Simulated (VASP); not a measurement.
# CdTe in VASP: one cell, several levels of theory, part 2 of 2

VASP 6.6.1, plane waves, PAW. Earlier steps stand in the parts before.

## (3) Single point with r2SCAN

Input file INCAR:

```
ENCUT = 520.000000
SIGMA = 0.010000
EDIFF = 1.00e-07
ALGO = Normal
METAGGA = R2SCAN
PREC = Accurate
IBRION = -1
ISIF = 2
ISMEAR = 0
NBANDS = 16
NELM = 120
NSW = 0
LASPH = .TRUE.
LCHARG = .FALSE.
LWAVE = .FALSE.
LREAL = .FALSE.
```

Input file KPOINTS:

```
KPOINTS created by Atomic Simulation Environment
0
Gamma
6 6 6
0 0 0
```

Input file KPOINTS_OPT:

```
special points
6
Reciprocal
0.0000000000 0.0000000000 0.0000000000 1
-0.5000000000 -0.5000000000 0.0000000000 1
-0.3750000000 -0.3750000000 0.2500000000 1
-0.3750000000 0.0000000000 0.3750000000 1
0.0000000000 0.0000000000 0.5000000000 1
-0.5000000000 -0.2500000000 0.2500000000 1
```

Input file POSCAR:

```
Cd Te
 1.0000000000000000
     0.0000000000000000    3.2799551162000000    3.2143560137999998
     3.2799551162000000    0.0000000000000000    3.2143560137999998
     3.2799551162000000    3.2799551162000000    0.0000000000000000
 Cd  Te
   1   1
Cartesian
  0.0000000000000000  0.0000000000000000  0.0000000000000000
  1.6399775581000000  1.6399775581000000  1.6071780069000003
```

On the command line:

```sh
$ mpirun -np 1 vasp_std
```

Printed to the terminal (iteration lines stand in OSZICAR):

```text
POSCAR found type information on POSCAR CdTe
 POSCAR found :  2 types and       2 ions
 -----------------------------------------------------------------------------
|                                                                             |
|                                                                             |
|     You enforced a specific xc type in the INCAR file but a different       |
|     I HOPE YOU KNOW WHAT YOU ARE DOING!                                     |
|                                                                             |
 -----------------------------------------------------------------------------

 LDA part: xc-table for (None), standard interpolation
 POSCAR, INCAR and KPOINTS ok, starting setup
 FFT: planning ... GRIDC
 FFT: planning ... GRID_SOFT
 FFT: planning ... GRID
 WAVECAR not read
 entering main loop
 Start KPOINTS_OPT (optional k-point list driver)
k-point batch [1-6\6]
```

OSZICAR:

```text
N       E                     dE             d eps       ncg     rms          rms(c)
DAV:   1     0.544598826550E+02    0.54460E+02   -0.83352E+03   968   0.990E+02
DAV:   2    -0.475973377840E+02   -0.10206E+03   -0.96969E+02  1136   0.237E+02
DAV:   3    -0.511802623072E+02   -0.35829E+01   -0.35779E+01  1184   0.464E+01
DAV:   4    -0.512068267761E+02   -0.26564E-01   -0.26563E-01  1424   0.368E+00
DAV:   5    -0.512069479308E+02   -0.12115E-03   -0.12115E-03  1248   0.190E-01    0.534E+00
DAV:   6    -0.466516445695E+02    0.45553E+01   -0.28751E+00  1056   0.211E+01    0.674E+00
DAV:   7    -0.466225699002E+02    0.29075E-01   -0.11576E-01  1192   0.360E+00    0.446E+00
DAV:   8    -0.466330404364E+02   -0.10471E-01   -0.79901E-02  1168   0.292E+00    0.914E-01
DAV:   9    -0.466363299005E+02   -0.32895E-02   -0.65740E-03  1280   0.627E-01    0.348E-01
DAV:  10    -0.466360705686E+02    0.25933E-03   -0.18991E-03  1080   0.463E-01    0.628E-02
DAV:  11    -0.466360661464E+02    0.44223E-05   -0.98427E-05  1328   0.127E-01    0.424E-02
DAV:  12    -0.466360773686E+02   -0.11222E-04   -0.49258E-05  1112   0.866E-02    0.219E-02
DAV:  13    -0.466360745048E+02    0.28639E-05   -0.11455E-05  1176   0.390E-02    0.718E-03
DAV:  14    -0.466360746598E+02   -0.15499E-06   -0.26292E-07  1232   0.417E-03    0.514E-03
DAV:  15    -0.466360743067E+02    0.35303E-06   -0.27612E-07  1176   0.717E-03    0.208E-03
DAV:  16    -0.466360743998E+02   -0.93032E-07   -0.27204E-08   560   0.113E-03
   1 F= -.46636074E+02 E0= -.46636074E+02  d E =-.107152E-50
       N       E                     dE             ncg
DAV:   1     0.902504970065E+03   -0.26085E+04      192
DAV:   2     0.274671281176E+03   -0.62783E+03      240
DAV:   3     0.253371069183E+03   -0.21300E+02      216
DAV:   4     0.253213272857E+03   -0.15780E+00      336
DAV:   5     0.253213012972E+03   -0.25988E-03      232
DAV:   6     0.253213007441E+03   -0.55308E-05      328
DAV:   7     0.253213007408E+03   -0.33252E-07      184
```

Parts of OUTCAR:

```text
k-points           NKPTS =     30   k-points in BZ     NKDIM =     30   number of bands    NBANDS=     16

   NELECT =      18.0000    total number of electrons

   dimension x,y,z NGX =    36 NGY =   36 NGZ =   36
   dimension x,y,z NGXF=    72 NGYF=   72 NGZF=   72

  energy-cutoff  :      520.00
  volume of cell :       69.16
      direct lattice vectors                 reciprocal lattice vectors
     0.000000000  3.279955116  3.214356014    -0.152441110  0.152441110  0.155552153
     3.279955116  0.000000000  3.214356014     0.152441110 -0.152441110  0.155552153
     3.279955116  3.279955116  0.000000000     0.152441110  0.152441110 -0.155552153

 k-points in reciprocal lattice and weights: KPOINTS created by Atomic Simulation Env
   0.00000000  0.00000000  0.00000000       0.005
   0.16666667 -0.00000000  0.00000000       0.037
   0.33333333 -0.00000000  0.00000000       0.037
   0.50000000 -0.00000000  0.00000000       0.019
   0.16666667  0.16666667  0.00000000       0.009
   0.33333333  0.16666667  0.00000000       0.037
   0.50000000  0.16666667  0.00000000       0.037
  -0.33333333  0.16666667  0.00000000       0.037
[... 22 more k-points ...]

 E-fermi :   2.1029

 k-point     1 :       0.0000    0.0000    0.0000
  band No.  band energies     occupation
      1      -9.4752      2.00000
      2      -6.5547      2.00000
      3      -6.5547      2.00000
      4      -6.5497      2.00000
      5      -6.2824      2.00000
      6      -6.2803      2.00000
      7       1.9348      2.00000
      8       1.9348      2.00000
      9       1.9996      2.00000
     10       3.1743      0.00000
     11       6.9939      0.00000
     12       7.0019      0.00000
     13       7.0019      0.00000
     14       9.8597      0.00000
     15      11.6175      0.00000
     16      11.8852      0.00000

 k-point     2 :       0.1667   -0.0000    0.0000
  band No.  band energies     occupation
      1      -9.3757      2.00000
      2      -6.5359      2.00000
      3      -6.5324      2.00000
      4      -6.4641      2.00000
      5      -6.2828      2.00000
      6      -6.2817      2.00000
      7       0.2945      2.00000
      8       1.7037      2.00000
      9       1.7633      2.00000
     10       4.2029      0.00000
     11       7.0674      0.00000
     12       7.3293      0.00000
     13       7.3563      0.00000
     14      10.7924      0.00000
     15      10.8120      0.00000
     16      11.0039      0.00000

 k-point     3 :       0.3333   -0.0000    0.0000
  band No.  band energies     occupation
      1      -9.1777      2.00000
      2      -6.5033      2.00000
      3      -6.4987      2.00000
      4      -6.2801      2.00000
      5      -6.2772      2.00000
      6      -6.1723      2.00000
      7      -1.5889      2.00000
      8       1.3124      2.00000
      9       1.3986      2.00000
     10       4.2831      0.00000
     11       7.5530      0.00000
     12       7.6468      0.00000
     13       8.6103      0.00000
     14      10.4648      0.00000
     15      11.3133      0.00000
     16      11.3255      0.00000

 k-point     4 :       0.5000   -0.0000    0.0000
  band No.  band energies     occupation
      1      -9.0813      2.00000
      2      -6.4904      2.00000
      3      -6.4850      2.00000
      4      -6.2750      2.00000
      5      -6.2704      2.00000
      6      -5.9197      2.00000
      7      -2.4466      2.00000
      8       1.1411      2.00000
      9       1.2389      2.00000
     10       4.1674      0.00000
     11       7.4878      0.00000
     12       7.6151      0.00000
     13       9.3625      0.00000
     14      11.1223      0.00000
     15      12.7378      0.00000
     16      12.8798      0.00000

 k-point     5 :       0.1667    0.1667    0.0000
  band No.  band energies     occupation
      1      -9.3405      2.00000
      2      -6.5165      2.00000
      3      -6.5165      2.00000
      4      -6.4609      2.00000
      5      -6.2852      2.00000
      6      -6.2740      2.00000
      7       0.3462      2.00000
      8       1.3300      2.00000
      9       1.3300      2.00000
     10       4.8082      0.00000
     11       6.0396      0.00000
     12       7.9520      0.00000
     13       7.9520      0.00000
     14       9.6636      0.00000
     15      11.7212      0.00000
     16      11.8808      0.00000

 k-point     6 :       0.3333    0.1667    0.0000
  band No.  band energies     occupation
      1      -9.1759      2.00000
      2      -6.4882      2.00000
      3      -6.4795      2.00000
      4      -6.3355      2.00000
      5      -6.2670      2.00000
      6      -6.1891      2.00000
      7      -1.1038      2.00000
      8       0.8702      2.00000
      9       0.9115      2.00000
     10       5.1505      0.00000
     11       6.3588      0.00000
     12       8.1147      0.00000
     13       8.4851      0.00000
     14      10.3673      0.00000
     15      12.1812      0.00000
     16      12.2304      0.00000

 k-point     7 :       0.5000    0.1667    0.0000
  band No.  band energies     occupation
      1      -9.0504      2.00000
      2      -6.4704      2.00000
      3      -6.4636      2.00000
      4      -6.3003      2.00000
      5      -6.2675      2.00000
      6      -5.8886      2.00000
      7      -2.2239      2.00000
      8       0.3792      2.00000
      9       0.8192      2.00000
     10       5.0589      0.00000
     11       7.0469      0.00000
     12       8.2665      0.00000
     13       8.8903      0.00000
     14      11.2893      0.00000
     15      12.5924      0.00000
     16      12.9211      0.00000

 k-point     8 :      -0.3333    0.1667    0.0000
  band No.  band energies     occupation
      1      -9.0838      2.00000
      2      -6.4781      2.00000
      3      -6.4710      2.00000
      4      -6.2840      2.00000
      5      -6.2829      2.00000
      6      -5.9825      2.00000
      7      -1.9490      2.00000
      8       0.2450      2.00000
      9       1.1152      2.00000
     10       5.1415      0.00000
     11       7.2759      0.00000
     12       7.9868      0.00000
     13       8.7641      0.00000
     14      10.8828      0.00000
     15      11.6610      0.00000
     16      12.8270      0.00000

 k-point     9 :      -0.1667    0.1667    0.0000
  band No.  band energies     occupation
      1      -9.2453      2.00000
      2      -6.5143      2.00000
      3      -6.4943      2.00000
      4      -6.3254      2.00000
      5      -6.2901      2.00000
      6      -6.2646      2.00000
      7      -0.6956      2.00000
      8       0.7681      2.00000
      9       1.5720      2.00000
     10       5.0116      0.00000
     11       7.1152      0.00000
     12       7.5613      0.00000
     13       7.7966      0.00000
     14      10.0471      0.00000
     15      11.3934      0.00000
     16      12.3191      0.00000

 k-point    10 :       0.3333    0.3333    0.0000
  band No.  band energies     occupation
      1      -9.0790      2.00000
      2      -6.4333      2.00000
      3      -6.4333      2.00000
      4      -6.3737      2.00000
      5      -6.2572      2.00000
      6      -6.0604      2.00000
      7      -1.4116      2.00000
      8       0.4196      2.00000
      9       0.4196      2.00000
     10       4.9224      0.00000
     11       5.4412      0.00000
     12       9.8553      0.00000
     13       9.9508      0.00000
     14       9.9508      0.00000
     15      12.6088      0.00000
     16      14.5088      0.00000

 k-point    11 :       0.5000    0.3333    0.0000
  band No.  band energies     occupation
      1      -8.9882      2.00000
      2      -6.4273      2.00000
      3      -6.4117      2.00000
      4      -6.3503      2.00000
      5      -6.2574      2.00000
      6      -5.8067      2.00000
      7      -2.0585      2.00000
      8      -0.2068      2.00000
      9       0.2787      2.00000
     10       5.0301      0.00000
     11       5.9131      0.00000
     12       9.4418      0.00000
     13      10.1178      0.00000
     14      11.6751      0.00000
     15      13.1365      0.00000
     16      14.0149      0.00000

 k-point    12 :      -0.3333    0.3333    0.0000
  band No.  band energies     occupation
      1      -8.9912      2.00000
      2      -6.4451      2.00000
      3      -6.4314      2.00000
      4      -6.3111      2.00000
      5      -6.2743      2.00000
      6      -5.7598      2.00000
      7      -2.1118      2.00000
      8      -0.6190      2.00000
      9       0.5868      2.00000
     10       5.2747      0.00000
     11       7.3752      0.00000
     12       9.2491      0.00000
     13       9.4367      0.00000
     14       9.9051      0.00000
     15      11.3891      0.00000
     16      14.9105      0.00000

[... the tables of k-points 13 to 30 left out ...]

  Total        0.3538431      0.3538431      0.4899214      0.0000000      0.0000000      0.0000000
  in kB        8.1971257      8.1971257     11.3495124      0.0000000      0.0000000      0.0000000
  external PRESSURE =       9.2479212 kB  Pullay stress =       0.0000000 kB

 POSITION                                       TOTAL-FORCE (eV/Angst)
 -----------------------------------------------------------------------------------
      0.00000      0.00000      0.00000         0.000000      0.000000      0.000000
      1.63998      1.63998      1.60718         0.000000      0.000000     -0.000000
 -----------------------------------------------------------------------------------
    total drift:                               -0.000001     -0.000001     -0.000001

  FREE ENERGIE OF THE ION-ELECTRON SYSTEM (eV)
  ---------------------------------------------------
  free  energy   TOTEN  =       -46.6360743998 eV

  energy  without entropy=      -46.6360743998  energy(sigma->0) =      -46.63607440
```

Hardware: 1 MPI rank of Intel Xeon Platinum 8488C, shared host.

The levels at the points of KPOINTS_OPT are read from vasprun.xml.

Levels at the named points, in eV from the top of band v (v: the last filled band by count, c: the next):

```
point    v−1      v     c   c+1
    Γ  -0.06   0.00  1.17  4.99
    X  -1.96  -1.96  2.82  2.84
    U  -2.59  -1.64  3.10  4.72
    K  -2.59  -1.55  3.23  4.85
    L  -0.86  -0.76  2.17  5.49
    W  -2.37  -2.22  4.52  4.86
```

r2SCAN gives a direct gap of 1.17 eV at Γ. The pressure is 0.92 GPa; the forces vanish within 0.01 eV/Å.

## (4) Summary

This closing draws on all 2 parts.

```
 level  gap (eV)  pressure (GPa)  Ansatz: gap (eV)  Ansatz: pressure (GPa)
   PBE      0.68            1.97              0.68                    1.85
r2SCAN      1.17            0.92              1.18                    0.82
```

What this shows: The gap spans 0.68 eV (PBE) to 1.17 eV (r2SCAN). Spin-orbit coupling is left out, though the cell holds Te (Z = 52); in an element this heavy it can shift bands and gaps by tenths of an eV. At this one volume the pressure spans 0.9 GPa (r2SCAN) to 2.0 GPa (PBE): PBE wants the largest cell and r2SCAN the smallest. The two programs agree on the gap within 0.02 eV, far less than the spread between functionals. Each program uses its own PAW datasets and cutoff. VASP's cell holds 18 valence electrons and Ansatz's 36.
